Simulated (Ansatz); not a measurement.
## Field gradients of AlN from run to run

Cell of run 1: a structure deposited in the COD.

```
Al N
1.0
     3.11000    0.00000    0.00000
    -1.55500    2.69334    0.00000
     0.00000    0.00000    4.98000
Al N
2 2
Direct
  0.66667 0.33333 0.00000
  0.33333 0.66667 0.50000
  0.66667 0.33333 0.38200
  0.33333 0.66667 0.88200
```

Sites (sets of like atoms) are named by element and the number of their first atom in this list.

Relaxed positions (PBE, cell held):

```
CELL_PARAMETERS angstrom
3.11000 0.00000 0.00000
-1.55500 2.69334 0.00000
0.00000 0.00000 4.98000
ATOMIC_POSITIONS crystal
Al 0.66667 0.33333 0.00000
Al 0.33333 0.66667 0.50000
N 0.66667 0.33333 0.38200
N 0.33333 0.66667 0.88200
```

All runs are DFT with Ansatz 0.2.0 (plane waves and PAW, scalar-relativistic unless spin–orbit coupling is named, Γ-centred meshes, Fermi–Dirac smearing where given) in this cell.

Run 1: PBE, atoms as given; 420 eV, 11×11×6 k-points, smearing 0.02 eV.
Run 2: r2SCAN, at the relaxed atoms; 500 eV, 11×11×6 k-points, smearing 0.02 eV.
Run 3: LDA, at the relaxed atoms; 420 eV, 11×11×6 k-points, smearing 0.02 eV.
Run 4: PBEsol, at the relaxed atoms; 420 eV, 11×11×6 k-points, smearing 0.02 eV.

```
run  Al V_zz (η)
  1  0.51 (0.00)
  2  0.51 (0.00)
  3  0.50 (0.00)
  4            ?
```

V_zz in 10²¹ V/m²; 1 of the 2 sets of like atoms are followed.

Question: Estimate the row of run 4.

Answer: Al: 0.50 (0.00). It lies nearest to run 3, from whose tensors on these sites it differs by 0.00 at most (largest principal value of the difference).

With these PAW files V_zz is typically within 2 to 3 % of all-electron values, but misses above 10 % occur on Al.
